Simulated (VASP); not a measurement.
# Band-edge properties of PbO (F-43m), part 3 of 3

The runs below take PbO at its given cell and follow the band edges through several levels. The cell is generated by rule, not measured, and may not be a known phase.

VASP 6.6.1, plane waves and PAW; the level of theory is named at each step.

Still holding for the runs below: The k-mesh is coarse for a metal.

So far. Step 3 (Bands on a dense mesh): At 54.8 GPa the cell is away from the equilibrium volume of this level: left free, it would expand. Step 5 (Orbitals for bands with HSE06): The run ends at a pressure of 55.17 GPa.

The structure was built from a prototype and need not be the compound's stable phase.

## Step 6: Bands with HSE06

This step: HSE06; plane waves and PAW (Pb_d, O); invented cell (VASP 6.6.1).

A quarter of screened exact exchange corrects much of the semilocal gap error; its cost forces a coarser mesh.

The input, INCAR:

```
SYSTEM = PbO
PREC = Accurate
ENCUT = 520
EDIFF = 1E-06
NELM = 100
ISMEAR = 0
SIGMA = 0.02
LREAL = .FALSE.
ALGO = Normal
LHFCALC = .TRUE.
AEXX = 0.25
GGA = PE
HFSCREEN = 0.2
LASPH = .TRUE.
NBANDS = 16
PRECFOCK = Fast
LORBIT = 11
LWAVE = .FALSE.
LCHARG = .FALSE.
KPAR = 4
ISIF = 2
```

The input, POSCAR:

```
PbO
1.0
    0.0000000000      2.4826100000      2.4826100000
    2.4826100000      0.0000000000      2.4826100000
    2.4826100000      2.4826100000      0.0000000000
Pb O
1 1
Direct
    0.0000000000      0.0000000000      0.0000000000
    0.2500000000      0.2500000000      0.2500000000
```

The input, KPOINTS:

```
Automatic mesh
0
Gamma
6 6 6
0 0 0
```

The input, KPOINTS_OPT:

```
Line mode
8
Line-mode
Reciprocal
  0.00000000   0.00000000   0.00000000 GAMMA
  0.50000000   0.00000000   0.50000000 X

  0.50000000   0.00000000   0.50000000 X
  0.50000000   0.25000000   0.75000000 W

  0.50000000   0.25000000   0.75000000 W
  0.37500000   0.37500000   0.75000000 K

  0.37500000   0.37500000   0.75000000 K
  0.00000000   0.00000000   0.00000000 GAMMA

  0.00000000   0.00000000   0.00000000 GAMMA
  0.50000000   0.50000000   0.50000000 L

  0.50000000   0.50000000   0.50000000 L
  0.62500000   0.25000000   0.62500000 U

  0.62500000   0.25000000   0.62500000 U
  0.50000000   0.25000000   0.75000000 W

  0.50000000   0.25000000   0.75000000 W
  0.50000000   0.50000000   0.50000000 L

  0.50000000   0.50000000   0.50000000 L
  0.37500000   0.37500000   0.75000000 K

  0.62500000   0.25000000   0.62500000 U
  0.50000000   0.00000000   0.50000000 X
```

PAW data sets: Pb_d and O (PBE family, release 64).

The run starts from files that an earlier step left in the folder.

The run is started by

```
$ mpirun -np 4 vasp_std
```

Output:

```text
[banner, memory and clock lines left out]
running    4 mpi-ranks, on    1 nodes
 distrk:  each k-point on    1 cores,    4 groups
 distr:  one band on    1 cores,    1 groups

 POSCAR found type information on POSCAR PbO
 POSCAR found :  2 types and       2 ions
 LDA part: xc-table for (Slater+PW92), standard interpolation
 found WAVECAR, reading the header
 POSCAR, INCAR and KPOINTS ok, starting setup
 FFT: planning ... GRIDC
 FFT: planning ... GRID_SOFT
 FFT: planning ... GRID
 reading WAVECAR
 the WAVECAR file was read successfully
 initial charge from wavefunction
 entering main loop
       N       E                     dE             d eps       ncg     rms          rms(c)
DAV:   1    -0.110223763271E+02   -0.11022E+02   -0.45098E-01   624   0.891E+00    0.566E-01
DAV:   2    -0.110232289577E+02   -0.85263E-03   -0.37245E-02   592   0.149E+00    0.313E-01
DAV:   3    -0.110222517439E+02    0.97721E-03   -0.56155E-03   720   0.675E-01    0.212E-01
DAV:   4    -0.110219826032E+02    0.26914E-03   -0.37637E-04   688   0.349E-01    0.119E-01
DAV:   5    -0.110218809520E+02    0.10165E-03   -0.25656E-04   656   0.173E-01    0.556E-02
DAV:   6    -0.110218585224E+02    0.22430E-04   -0.21940E-05   800   0.483E-02    0.319E-02
DAV:   7    -0.110218518350E+02    0.66874E-05   -0.93984E-06   736   0.324E-02    0.197E-02
DAV:   8    -0.110218513002E+02    0.53476E-06   -0.26613E-06   560   0.152E-02
   1 F= -.11021851E+02 E0= -.11021602E+02  d E =-.499338E-03
 Start KPOINTS_OPT (optional k-point list driver)
k-point batch [1-16\80]
       N       E                     dE             ncg
DAV:   1     0.163953681417E+04   -0.81323E+04      528
DAV:   2    -0.138109061894E+04   -0.30206E+04      600
DAV:   3    -0.158609414377E+04   -0.20500E+03      608
DAV:   4    -0.159162333202E+04   -0.55292E+01      728
DAV:   5    -0.159175734479E+04   -0.13401E+00      800
DAV:   6    -0.159176133250E+04   -0.39877E-02      792
DAV:   7    -0.159176146281E+04   -0.13031E-03      824
DAV:   8    -0.159176146385E+04   -0.10386E-05      576
DAV:   9    -0.159176146391E+04   -0.59781E-07      616
[...]
k-point batch [65-80\80]
       N       E                     dE             ncg
DAV:   1     0.149055691674E+04   -0.11798E+05      520
DAV:   2    -0.140547914241E+04   -0.28960E+04      648
DAV:   3    -0.159452894119E+04   -0.18905E+03      576
DAV:   4    -0.159906125511E+04   -0.45323E+01      720
DAV:   5    -0.159921034160E+04   -0.14909E+00      816
DAV:   6    -0.159921503330E+04   -0.46917E-02      784
DAV:   7    -0.159921516526E+04   -0.13196E-03      824
DAV:   8    -0.159921516632E+04   -0.10600E-05      576
DAV:   9    -0.159921516639E+04   -0.65284E-07      632
```

Elapsed: 8.1 min, on 4 MPI ranks of Intel Xeon 6975P-C (Granite Rapids), shared host; peak memory 1.2 GiB.

OUTCAR, selected parts (step 6):

```text
   k-points           NKPTS =     16   k-points in BZ     NKDIM =    216   number of bands    NBANDS=     16

   NELECT =      20.0000    total number of electrons

  exchange ACFDT corr.  =         0.00000000  see jH, gK, PRB 81, 115126

 E-fermi :   9.6836

 k-point     1 :       0.0000    0.0000    0.0000
  band No.  band energies     occupation
    ...
      6      -9.5794      2.00000
      7       1.2625      2.00000
      8       4.3468      2.00000
      9       4.3468      2.00000
     10       4.3468      2.00000
     11      16.4260      0.00000
     12      16.4260      0.00000
     13      16.4260      0.00000
     14      20.8822      0.00000
     15      23.2293      0.00000
    ...

  Total        9.9430852      9.9430852      9.9430852      0.0000000     -0.0000000      0.0000000
  in kB      520.5665374    520.5665374    520.5665374      0.0000000     -0.0000000      0.0000000
  external PRESSURE =     520.5665374 kB  Pullay stress =       0.0000000 kB

 POSITION                                       TOTAL-FORCE (eV/Angst)
 -----------------------------------------------------------------------------------
      0.00000      0.00000      0.00000        -0.000000     -0.000000     -0.000000
      1.24131      1.24131      1.24131         0.000000      0.000000      0.000000
 -----------------------------------------------------------------------------------
    total drift:                                0.000002      0.000004      0.000003

  FREE ENERGIE OF THE ION-ELECTRON SYSTEM (eV)
  ---------------------------------------------------
  free  energy   TOTEN  =       -11.0218513002 eV

  energy  without entropy=      -11.0213519625  energy(sigma->0) =      -11.02160163

[... 7 parts as in an earlier step ...]

[... 9 further parts left out ...]
```

The PAW data sets were made with PBE, which is usual practice but a small mismatch for other functionals.

This step gave:

```yaml
scf_cycles: 8
free_energy_toten: -11.02 eV
energy_at_zero_smearing: -11.02 eV
fermi_energy: 9.684 eV
pressure: 52.06 GPa
```

Electronic bands along the path, in eV, zero at the Fermi level; # counts the bands kept, so #1 is VASP's band 7:

| point | #1 | #2 | #3 | #4 | #5 | #6 | #7 |
| --- | --- | --- | --- | --- | --- | --- | --- |
| Γ | -8.42 | -5.34 | -5.34 | -5.34 | 6.74 | 6.74 | 6.74 |
| 0.57 of the way | -10.26 | -6.72 | -6.72 | -2.77 | 2.13 | 7.14 | 7.14 |
| X | -11.43 | -7.57 | -7.57 | -0.74 | -0.11 | 6.16 | 7.79 |
| 0.43 of the way | -11.41 | -7.82 | -7.69 | -0.05 | 0.02 | 5.89 | 6.54 |
| W | -11.39 | -8.17 | -7.87 | 0.02 | 1.86 | 4.18 | 5.66 |
| 0.43 of the way | -11.40 | -8.31 | -7.54 | -0.12 | 1.45 | 4.51 | 6.09 |
| K | -11.43 | -8.43 | -7.12 | -0.38 | 1.02 | 4.74 | 7.49 |
| 0.43 of the way | -10.67 | -7.32 | -5.97 | -2.70 | 3.08 | 4.44 | 7.46 |
| Γ | -8.42 | -5.34 | -5.34 | -5.34 | 6.74 | 6.74 | 6.74 |
| 0.43 of the way | -9.65 | -5.68 | -5.68 | -4.48 | 3.77 | 7.02 | 7.02 |
| L | -11.92 | -6.20 | -6.20 | -3.32 | 2.11 | 6.93 | 6.93 |
| 0.43 of the way | -11.71 | -7.36 | -6.47 | -2.05 | 2.16 | 5.02 | 7.11 |
| U | -11.43 | -8.43 | -7.12 | -0.38 | 1.02 | 4.74 | 7.49 |
| 0.43 of the way | -11.41 | -8.36 | -7.38 | -0.21 | 1.27 | 4.62 | 6.44 |
| W | -11.39 | -8.17 | -7.87 | 0.02 | 1.86 | 4.18 | 5.66 |
| 0.43 of the way | -11.52 | -8.02 | -6.90 | -1.08 | 2.16 | 4.16 | 6.83 |
| L | -11.92 | -6.20 | -6.20 | -3.32 | 2.11 | 6.93 | 6.93 |
| 0.57 of the way | -11.59 | -7.85 | -6.64 | -1.48 | 2.08 | 4.49 | 7.22 |
| K | -11.43 | -8.43 | -7.12 | -0.38 | 1.02 | 4.74 | 7.49 |
| jump to U | -11.43 | -8.43 | -7.12 | -0.38 | 1.02 | 4.74 | 7.49 |
| 0.57 of the way | -11.42 | -7.84 | -7.48 | -0.41 | -0.04 | 5.89 | 7.72 |
| X | -11.43 | -7.57 | -7.57 | -0.74 | -0.11 | 6.16 | 7.79 |

Of the projections kept (Pb, O), the largest for each band there; the rest of the weight can lie on other orbitals:

```
point       #1      #2      #3       #4       #5       #6       #7
    Γ  Pb 0.69  O 0.85  O 0.85   O 0.85  Pb 1.00  Pb 1.00  Pb 1.00
    X  Pb 0.67  O 0.75  O 0.75  Pb 0.86  Pb 0.50   O 0.54  Pb 0.58
    W  Pb 0.66  O 0.70  O 0.70   O 0.57  Pb 0.50  Pb 0.83   O 0.69
    K  Pb 0.66  O 0.67  O 0.76  Pb 0.51  Pb 0.59   O 0.58  Pb 0.67
    Γ  Pb 0.69  O 0.85  O 0.85   O 0.85  Pb 1.00  Pb 1.00  Pb 1.00
    L  Pb 0.63  O 0.81  O 0.81  Pb 0.67   O 0.72  Pb 0.92  Pb 0.92
```

The electronic bands as a text plot (rows in eV, shown from -8.0 to 5.7 only):

```
    5.4 |                     *                   *   *
    4.8 |  *            **     *    *       *  **    *    *   *
    4.2 |            ***    **               **  ****      ***
    3.7 |                 **  *      *
    3.1 |   *               **        *
    2.5 |                  *           *
    2.0 |    **       *   *             ******    ***********
    1.4 |      *     * **                     * **           *
    0.8 |                *                     *              *
    0.3 |       *  ****                           *
   -0.3 |        ***   ***                    **** **        ****
   -0.9 |        **       *                  *              *   *
   -1.5 |       *          *                               *
   -2.0 |      *                            *        *    *
   -2.6 |    **             **             *          *
   -3.2 |                               ***            ***
   -3.7 |   *                 *        *
   -4.3 |  *                   *     **
   -4.9 | *                     **  *
   -5.4 |**                   ********
   -6.0 |  **               ** *      *****            ***
   -6.6 |    **           **  *           ****       *** ****
   -7.1 |      *        **  **              * ***   * *   *  **
   -7.7 |       ********                         *** *     *   **
         Γ       X    W  K        Γ      L     U  W     L   K|U X
```

## Step 7: Results

```yaml
gap_pbe: none
gap_with_spin_orbit_coupling: none
gap_hse06_without_spin_orbit_coupling: none
```

In words: At this level the bands overlap or touch. Masses were not obtained, since there is no gap at this level. The strain response was not obtained, since there is no gap at this level.

[Lines on the potential files, build, host, timing and source positions are cut from VASP's logs without a mark.]

[Logs are printed without paths, hosts, clocks, repeated set-up lines and the standing remarks that a program may print on its own settings, such as how far it seeks lower states.]

[Hosts, paths, dates, database ids (printed as entryN), source tags and the programs' standing remarks are cut or masked in the printed files.]

[In band tables of VASP the shares of atoms and orbitals are scaled to a sum of 1 inside the atoms' spheres.]

[Gaps and slopes under strain along one axis are those of the sampled path and mesh points; where strain splits equal valleys, another of them can be the edge.]
